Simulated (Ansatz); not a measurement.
Starting cell, SrF2 (fluorite):

```yaml
crystal:
  lattice:
    - [0.00000, 5.75810, 5.75810]
    - [2.87905, 0.00000, 2.87905]
    - [2.87905, 2.87905, 0.00000]
  atoms:
    - { symbol: Sr, position: [0.00000, 0.00000, 0.00000] }
    - { symbol: Sr, position: [0.50000, 0.00000, 0.00000] }
    - { symbol: F, position: [0.12500, 0.25000, 0.25000] }
    - { symbol: F, position: [0.62500, 0.25000, 0.25000] }
    - { symbol: F, position: [0.37500, 0.75000, 0.75000] }
    - { symbol: F, position: [0.87500, 0.75000, 0.75000] }
```

In this cell atom 6 (F, nearest neighbour Sr at 2.493 Å; its periodic images, 4.1 Å or more away, move with it) is moved by s towards the nearest neighbour, unit vector (-0.577, -0.577, 0.577); all other atoms and the cell stay fixed.

All values below come from PBEsol (plane waves to 420 eV, PAW, scalar-relativistic; Ansatz, a program for electronic structure). k mesh 4×8×8 (Γ-centred), Fermi-Dirac smearing 0.05 eV. F∥ is the force on the atom along that direction. SrF2 was relaxed with its symmetry unable to fall. 

```json
[
 {"s (Å)": "-0.500", "F∥ (eV/Å)": "1.079"},
 {"s (Å)": "-0.400", "F∥ (eV/Å)": "0.971"},
 {"s (Å)": "-0.300", "F∥ (eV/Å)": "0.820"},
 {"s (Å)": "-0.200", "F∥ (eV/Å)": "0.617"},
 {"s (Å)": "-0.100", "F∥ (eV/Å)": "0.351"},
 {"s (Å)": "0.000", "F∥ (eV/Å)": "0.000"},
 {"s (Å)": "0.100", "F∥ (eV/Å)": "-0.468"},
 {"s (Å)": "0.200", "F∥ (eV/Å)": "-1.107"},
 {"s (Å)": "0.300", "F∥ (eV/Å)": "-1.999"},
 {"s (Å)": "0.400", "F∥ (eV/Å)": "-3.265"},
 {"s (Å)": "0.500", "F∥ (eV/Å)": "-5.079"}
]
```

What is the force constant k = d²E/ds² of this move at s = 0?

4.02 eV/Å². The forces along the line at the two nearest points give (0.351 − (-0.468)) / (2·0.100) = 4.09 eV/Å²; the next pair corrects for the finite step.

(For displaced atoms, the force is minus the slope of the energy, and its curvature is a force constant, which sets phonon frequencies.)
